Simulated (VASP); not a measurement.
# Ge (I4_1/amd) in VASP: a series of runs, part 2 of 3

VASP 6.6.1. Earlier steps stand in the parts before.

## 4. Single point, PBE

INCAR

```
PREC = Accurate
ENCUT = 400
EDIFF = 0.01
ISMEAR = 0
SIGMA = 0.05
LREAL = F
LASPH = T
NELM = 100
ALGO = Normal
ISIF = 2
LWAVE = F
LCHARG = F
GGA = PE
NBANDS = 21
ADDGRID = F
```

KPOINTS

```
regular mesh
0
Gamma
  8 8 8
```

POSCAR

```
Ge
1.0
   -2.5744897190      2.5744897190      1.3974126432
    2.5744897190     -2.5744897190      1.3974126432
    2.5744897190      2.5744897190     -1.3974126432
Ge
2
Direct
    0.5000000000      0.5000000000      0.0000000000
    0.2500000000      0.7500000000      0.5000000000
```

Potentials or basis: VASP PAW PBE potentials, release 64 (Ge_d).

Started as:

```sh
> cat potpaw_PBE.64/Ge_d/POTCAR > POTCAR
> mpirun -np 1 vasp_std > vasp.out
```

OUTCAR:

```text
PREC = Accurate
   ENCUT = 400
   EDIFF = 0.01
   ISMEAR = 0
   LREAL = F
   LASPH = T
   NELM = 100
   ISIF = 2
   GGA = PE

 Found     59 irreducible k-points:

 Following reciprocal coordinates:
            Coordinates               Weight
  0.000000  0.000000  0.000000      1.000000
  0.125000  0.000000 -0.000000      8.000000
  0.250000  0.000000 -0.000000      8.000000
  0.375000  0.000000  0.000000      8.000000
  0.500000  0.000000 -0.000000      4.000000
  0.125000  0.125000 -0.000000      8.000000
   k-points           NKPTS =     59   k-points in BZ     NKDIM =     59   number of bands    NBANDS=     21
   number of dos      NEDOS =    301   number of ions     NIONS =      2
   total plane-waves  NPLWV =  21952
   dimension x,y,z NGX =    28 NGY =   28 NGZ =   28
   dimension x,y,z NGXF=    56 NGYF=   56 NGZF=   56
   ions per type =               2
   NGX,Y,Z   is equivalent  to a cutoff of  11.94, 11.94, 11.94 a.u.
   NGXF,Y,Z  is equivalent  to a cutoff of  23.87, 23.87, 23.87 a.u.
 SYSTEM =  unknown system
   PREC   = accura    normal or accurate (medium, high low for compatibility)
   ISTART =      0    job   : 0-new  1-cont  2-samecut
   ICHARG =      2    charge: 1-file 2-atom 10-const
   ISPIN  =      1    spin polarized calculation?
   LNONCOLLINEAR =      F non collinear calculations
   LSORBIT =      F    spin-orbit coupling
   LASPH  =      T    aspherical Exc in radial PAW
   ENCUT  =  400.0 eV  29.40 Ry    5.42 a.u.   6.36  6.36  6.36*2*pi/ulx,y,z
   NELM   =    100;   NELMIN=  2; NELMDL= -5     # of ELM steps
   EDIFF  = 0.1E-01   stopping-criterion for ELM
   LREAL  =      F    real-space projection
   EDIFFG = 0.1E+00   stopping-criterion for IOM
   NSW    =      0    number of steps for IOM
   IBRION =     -1    ionic relax: 0-MD 1-quasi-New 2-CG
   NFREE  =      0    steps in history (QN), initial steepest desc. (CG)
   ISIF   =      2    stress and relaxation
   ISYM   =      2    0-nonsym 1-usesym 2-fastsym
   POTIM  = 0.5000    time-step for ionic-motion
   TEBEG  =    0.0;   TEEND  =   0.0 temperature during run
   PSTRESS=    0.0 pullay stress
   NELECT =      28.0000    total number of electrons
   NUPDOWN=      -1.0000    fix difference up-down
   EMIN   =  10.00;   EMAX   =-10.00  energy-range for DOS
   EFERMI =   0.00;   METHOD = LEGACY
   ISMEAR =     0;   SIGMA  =   0.05  broadening in eV -4-tet -1-fermi 0-gaus
   EFERMI_NEDOS =   21; number of points for ismear=-14 and -15
   IALGO  =     38    algorithm
   IMIX   =      4    mixing-type and parameters
     AMIX     =   0.40;   BMIX     =  1.00
     AMIX_MAG =   1.60;   BMIX_MAG =  1.00
  volume/ion in A,a.u.               =      18.52       125.01
  Fermi-wavevector in a.u.,A,eV,Ry     =   1.491209  2.817976 30.255333  2.223704
  Thomas-Fermi vector in A             =   2.603893
   LORBIT       =      0    0 simple, 1 ext, 2 COOP (PROOUT), +10 PAW based schemes
   GGA     = PE    functional components
   LHFCALC =     F    Hartree Fock is set to
   AEXX    =    0.0000 exact exchange contribution
   IVDW    =     0    specifies the selected vdW correction
   LEPSILON=     F    determine dielectric tensor
   LRPA    =     F    only Hartree local field effects (RPA)
 non-spin polarized calculation
 Gauss-broadening in eV      SIGMA  =   0.05
  energy-cutoff  :      400.00
  volume of cell :       37.05
 maximum number of plane-waves:       691
 NGX is ok and might be reduce to    28
   NGX = 13   NGY = 13   NGZ = 13

 number of electron      28.0000030 magnetization

 Free energy of the ion-electron system (eV)
  ---------------------------------------------------
  ext. energy  EPLUGINS =         0.00000000
  ---------------------------------------------------
  free energy    TOTEN  =        -8.53998651 eV

  energy without entropy =       -8.53908355  energy(sigma->0) =       -8.53953503

 E-fermi :   6.7139     XC(G=0): -11.3253

 val. band max:        6.6931811787   @ k =  -0.2500   0.2500   0.2500
 cond. band min:       6.8322755737   @ k =   0.3750   0.3750   0.1250
 fundamental gap:      0.1390943950
 Fermi energy:         6.7139346659

 k-point     1 :       0.0000    0.0000    0.0000
  band No.  band energies     occupation
      1     -18.0243      2.00000
      2     -17.9751      2.00000
      3     -17.9479      2.00000
      4     -17.9428      2.00000
      5     -17.8387      2.00000
      6     -17.8387      2.00000
      7     -17.8324      2.00000
      8     -17.8324      2.00000
      9     -17.7743      2.00000
     10     -17.7093      2.00000
     11      -6.5175      2.00000
     12       2.7205      2.00000
     13       4.4486      2.00000
     14       4.4486      2.00000
     15      10.0781      0.00000
     16      14.3877      0.00000
     17      14.3877      0.00000
     18      14.9401      0.00000
     19      15.1547      0.00000
     20      18.3458      0.00000
     21      19.3307      0.00000

 k-point     2 :       0.1250    0.0000   -0.0000
  band No.  band energies     occupation
      1     -18.0180      2.00000
      2     -17.9553      2.00000
      3     -17.9401      2.00000
      4     -17.9196      2.00000
      5     -17.8533      2.00000
      6     -17.8494      2.00000
      7     -17.8353      2.00000
      8     -17.8348      2.00000
      9     -17.7779      2.00000
     10     -17.7156      2.00000
     11      -6.1357      2.00000
     12       2.2789      2.00000
     13       4.4519      2.00000
     14       5.5941      2.00000
     15      10.7833      0.00000
     16      12.0524      0.00000
     17      12.6087      0.00000
     18      13.5969      0.00000
     19      14.2296      0.00000
     20      17.6821      0.00000
     21      18.1613      0.00000

 k-point     3 :       0.2500    0.0000   -0.0000
  band No.  band energies     occupation
      1     -18.0009      2.00000
      2     -17.9222      2.00000
      3     -17.9187      2.00000
      4     -17.8912      2.00000
      5     -17.8783      2.00000
      6     -17.8490      2.00000
      7     -17.8465      2.00000
      8     -17.8315      2.00000
      9     -17.7878      2.00000
     10     -17.7303      2.00000
     11      -4.9945      2.00000
     12       2.0254      2.00000
     13       4.6201      2.00000
     14       7.3816      0.00000
     15       8.2092      0.00000
     16       9.3818      0.00000
     17      12.0352      0.00000
     18      12.0651      0.00000
     19      13.3366      0.00000
     20      15.6322      0.00000
     21      17.5673      0.00000

 k-point     4 :       0.3750    0.0000    0.0000
  band No.  band energies     occupation
      1     -17.9847      2.00000
      2     -17.9194      2.00000
      3     -17.9150      2.00000
      4     -17.9028      2.00000
      5     -17.8825      2.00000
      6     -17.8651      2.00000
      7     -17.8117      2.00000
      8     -17.8006      2.00000
      9     -17.7846      2.00000
     10     -17.7464      2.00000
     11      -3.1342      2.00000
     12       1.9584      2.00000
     13       4.3086      2.00000
     14       5.0806      2.00000
     15       6.4340      2.00000
     16      10.2491      0.00000
     17      10.2673      0.00000
     18      11.5183      0.00000
     19      14.7578      0.00000
     20      15.9720      0.00000
     21      18.9575      0.00000

 k-point     5 :       0.5000    0.0000   -0.0000
  band No.  band energies     occupation
      1     -17.9766      2.00000
      2     -17.9334      2.00000
      3     -17.9267      2.00000
      4     -17.8977      2.00000
      5     -17.8735      2.00000
      6     -17.8722      2.00000
      7     -17.8082      2.00000
      8     -17.7805      2.00000
      9     -17.7773      2.00000
     10     -17.7494      2.00000
     11      -1.2584      2.00000
     12       0.4055      2.00000
     13       4.1595      2.00000
     14       4.7823      2.00000
     15       5.4394      2.00000
     16       9.2840      0.00000
     17      10.3594      0.00000
     18      12.3020      0.00000
     19      15.6069      0.00000
     20      18.3786      0.00000
     21      19.2520      0.00000

 k-point     6 :       0.1250    0.1250   -0.0000
  band No.  band energies     occupation
      1     -18.0067      2.00000
      2     -17.9266      2.00000
      3     -17.9159      2.00000
      4     -17.8827      2.00000
      5     -17.8710      2.00000
      6     -17.8622      2.00000
      7     -17.8524      2.00000
      8     -17.8323      2.00000
      9     -17.7836      2.00000
     10     -17.7240      2.00000
     11      -5.1657      2.00000
     12       2.4783      2.00000
     13       5.5646      2.00000
     14       6.3750      2.00000
     15       8.6030      0.00000
     16       8.8419      0.00000
     17      11.8402      0.00000
     18      12.5990      0.00000
     19      12.9388      0.00000
     20      15.8657      0.00000
     21      16.4652      0.00000

 [... further k-points ...]

------------------------ aborting loop because EDIFF is reached ----------------------------------------

  FORCE on cell =-STRESS in cart. coord.  units (eV):
  Direction    XX          YY          ZZ          XY          YZ          ZX
  --------------------------------------------------------------------------------------
  -------------------------------------------------------------------------------------
  Total        4.7444300      4.7444300      5.8220212      0.0000000      0.0000000      0.0000000
  in kB      205.1765140    205.1765140    251.7777713      0.0000000      0.0000000      0.0000000
  external PRESSURE =     220.7102664 kB  Pullay stress =       0.0000000 kB

 VOLUME and BASIS-vectors are now :
 -----------------------------------------------------------------------------
  energy-cutoff  :      400.00
  volume of cell :       37.05
      direct lattice vectors                 reciprocal lattice vectors
    -2.574489719  2.574489719  1.397412643     0.000000000  0.194213244  0.357804119
     2.574489719 -2.574489719  1.397412643     0.194213244  0.000000000  0.357804119
     2.574489719  2.574489719 -1.397412643     0.194213244  0.194213244  0.000000000

 POSITION                                       TOTAL-FORCE (eV/Angst)
 -----------------------------------------------------------------------------------
      0.00000      0.00000      1.39741        -0.000000     -0.000000     -0.000000
      2.57449      0.00000      0.69871         0.000000      0.000000      0.000000
 -----------------------------------------------------------------------------------
    total drift:                                0.000000     -0.000000      0.000000

  FREE ENERGIE OF THE ION-ELECTRON SYSTEM (eV)
  ---------------------------------------------------
  free  energy   TOTEN  =        -8.5399865082 eV

  energy  without entropy=       -8.5390835509  energy(sigma->0) =       -8.53953503
```

OSZICAR:

```text
N       E                     dE             d eps       ncg     rms          rms(c)
DAV:   1     0.160205853853E+03    0.16021E+03   -0.12276E+04  2866   0.333E+03
DAV:   2     0.124839251472E+02   -0.14772E+03   -0.14334E+03  2498   0.532E+02
DAV:   3    -0.802385185847E+01   -0.20508E+02   -0.20385E+02  2883   0.123E+02
DAV:   4    -0.854941358157E+01   -0.52556E+00   -0.52539E+00  2746   0.231E+01
DAV:   5    -0.855689407853E+01   -0.74805E-02   -0.74804E-02  2839   0.297E+00    0.211E+00
DAV:   6    -0.854455267873E+01    0.12341E-01   -0.13825E-02  1796   0.222E+00    0.124E+00
DAV:   7    -0.853998650821E+01    0.45662E-02   -0.23049E-02  2269   0.175E+00
   1 F= -.85399865E+01 E0= -.85395350E+01  d E =-.902957E-03
```

Run time: 8.5 s. Hardware: 1 thread of Intel Xeon 6975P-C (Granite Rapids), shared host; peak memory 0.16 GiB.

The run converged, but some of its settings lie outside the range that counts as converged, so its numbers aren't taken as properties of the crystal.

Results:

```
Free energy            : -8.5400 eV
Pressure               : 22.1 GPa
Band gap on the k mesh : none (metal or under the smearing width)
```

(Continued in part 3 of 3.)
